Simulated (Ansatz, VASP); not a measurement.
## Mo: VASP beside Ansatz

The input INCAR:

```
SYSTEM = Mo
ALGO = Normal ; EDIFF = 1E-6
ENCUT = 520 ; GGA = PE
ISIF = 2 ; ISMEAR = 1
LASPH = .TRUE. ; LCHARG = .FALSE.
LREAL = .FALSE. ; LWAVE = .FALSE.
NBANDS = 13 ; NELM = 60
PREC = Accurate ; SIGMA = 0.3
```

Contents of KPOINTS:

```
k-points
0
G
  14 14 14
  0 0 0
```

File POSCAR:

```
Mo
1.0
   -1.5813793950      1.5813793950      1.5813793950
    1.5813793950     -1.5813793950      1.5813793950
    1.5813793950      1.5813793950     -1.5813793950
Mo
1
Direct
    0.0000000000      0.0000000000      0.0000000000
```

Input for Ansatz:

```yaml
crystal:
  lattice:
    - [-1.581379395, 1.581379395, 1.581379395]
    - [1.581379395, -1.581379395, 1.581379395]
    - [1.581379395, 1.581379395, -1.581379395]
  atoms:
    - { symbol: Mo, position: [0.0, 0.0, 0.0] }
hamiltonian:
  xc: pbe
  pseudopotentials:
    kind: paw
    azcp:
      Mo: "pseudopotentials/Mo.paw.azcp"
basis:
  ecutwfc: 420
  fft_grid_basis: typed
kpoints:
  mp_grid: { grid: [14, 14, 14], shift: [0, 0, 0] }
magnetization:
  spin_polarized: false
scf:
  occupations: { method: methfessel_paxton, width: 0.3 }
  lower_state_search: "off"
output:
  stress: true
  write_density: true
  write_potential: true
  elf: true
  volumetric_format: npy
```

Alike in both runs: task single point; functional PBE; k mesh 14 × 14 × 14; occupations methfessel-paxton of order 1, width 0.3 eV; no spin polarisation.

|  | VASP | Ansatz |
| --- | --- | --- |
| version | VASP 6.6.1 | Ansatz 0.2.0 |
| potentials or method | VASP PAW PBE potentials, release 64 (Mo_sv) | plane waves (420 eV) with PAW, scalar-relativistic |
| plane-wave cutoff (eV) | 520 | 420 |
| valence electrons in the cell | 14 | 14 |

VASP gave:

```
pressure (GPa) : 0.5
```

**Question.** Which values does Ansatz return?

**Answer.** Pressure (GPa): 0.0.
